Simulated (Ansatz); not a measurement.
Runs of Ansatz 0.2.0 on SiC (Moissanite). The structure is hexagonal, space group P6_3mc (No. 186). Conventional cell: a = 3.076 Å, b = 3.076 Å, c = 5.048 Å, α = 90.00°, β = 90.00°, γ = 120.00°. Around Si (site symmetry 3m) lie 4 C at 1.87 to 1.94 Å. Around C (site symmetry 3m) lie 4 Si at 1.87 to 1.94 Å. 

| task | level | potentials or basis | cell | k mesh | cutoff (eV) | points for each segment of the path | gap on the mesh (eV) | pressure (GPa) | largest force (eV/Å) |
| --- | --- | --- | --- | --- | --- | --- | --- | --- | --- |
| band structure | rPW86-PBE | Ansatz PAW | as given | 10 × 10 × 5 | 420 | 14 | 2.77 | (b) | 0.76 |
| relaxation of cell and atoms | exchange-only PBE | Ansatz PAW | relaxed | 10 × 10 × 5 | 420 | - | 2.89 | 0.0 | - |
| band structure | PBE | Ansatz PAW earlier set | as given | 10 × 10 × 5 | 820 | 14 | (a) | 3.7 | 0.75 |
| single point | PBE | Ansatz PAW | as given | 7 × 7 × 4 | 420 | - | 2.64 | 3.7 | 0.75 |

Alike in all rows: no spin polarisation; smearing fermi-dirac 0.05 eV.

Problem. Fill in the values left out.

Solution. (a) 2.48; (b) 7.3.

Caveats: the potentials were made for another functional, which shifts forces and pressure (some runs); the k mesh misses the band edges, so the gap on the mesh is wider than the one along the path (some runs); the PAW data sets come from PBE, with cores solved anew for the run's functional, which leaves a small shift of forces and pressure (some runs); odd divisions of the mesh miss points on the zone boundary, where band edges often lie, so the gap on the mesh can be too wide (some runs); the plane-wave basis is chosen anew once the cell has moved, so the energies of steps on either side of that aren't comparable (some runs).

Not every run made on this cell is shown here.
